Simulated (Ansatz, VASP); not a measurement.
# Ir: VASP beside Ansatz

INCAR

```
SYSTEM = Ir
PREC = Accurate
ENCUT = 520
EDIFF = 1E-8
ISMEAR = -1
SIGMA = 0.05
LREAL = .False.
LASPH = .True.
NELM = 100
ALGO = Normal
ISIF = 2
LWAVE = .False.
LCHARG = .False.
GGA = PE
LEFG = .True.
NBANDS = 10
```

KPOINTS

```
Automatic mesh
0
Gamma
  15 15 15
  0 0 0
```

The input POSCAR:

```
Ir
1.0
    0.0000000000      1.9324136155      1.9324136155
    1.9324136155      0.0000000000      1.9324136155
    1.9324136155      1.9324136155      0.0000000000
Ir
1
Direct
    0.0000000000      0.0000000000      0.0000000000
```

Input for Ansatz:

```yaml
crystal:
  lattice:
    - [0.0, 1.9324136155, 1.9324136155]
    - [1.9324136155, 0.0, 1.9324136155]
    - [1.9324136155, 1.9324136155, 0.0]
  atoms:
    - { symbol: Ir, position: [0.0, 0.0, 0.0] }
kpoints:
  mp_grid: { grid: [15, 15, 15] }
scf:
  occupations: { method: fermi_dirac, width: 0.05 }
hamiltonian:
  xc: pbe
  pseudopotentials: { kind: all_electron, datasets: crystal }
output:
  forces: true
  stress: true
  eigenvalues: true
  efg: { contact_densities: true }
```

Change from the starting cell: volume scaled by 1.02, crystal datasets.

Alike in both runs: task electric field gradients; functional PBE; k mesh 15 × 15 × 15; occupations fermi-dirac, width 0.05 eV; no spin polarisation.

|  | VASP | Ansatz |
| --- | --- | --- |
| version | VASP 6.6.1 | Ansatz 0.2.0 |
| potentials or method | VASP PAW PBE potentials, release 64 (Ir) | all-electron PAW with datasets made for the crystal, scalar-relativistic |
| plane-wave cutoff (eV) | 520 | see its input |

|  | VASP | Ansatz | Ansatz less VASP |
| --- | --- | --- | --- |
| pressure (GPa) | 2.0 | 1.4 | -0.57 |
| Vzz of the field gradient on the site that differs most (V/Å²) | 0.0 | 0.0 | 0.00 |

Ansatz ran all-electron here, so the differences hold the error of VASP's frozen core and of both bases. Ansatz warned: «gradients_without_spin_orbit».

The runs have no spin-orbit coupling, so splittings on Ir are missing.
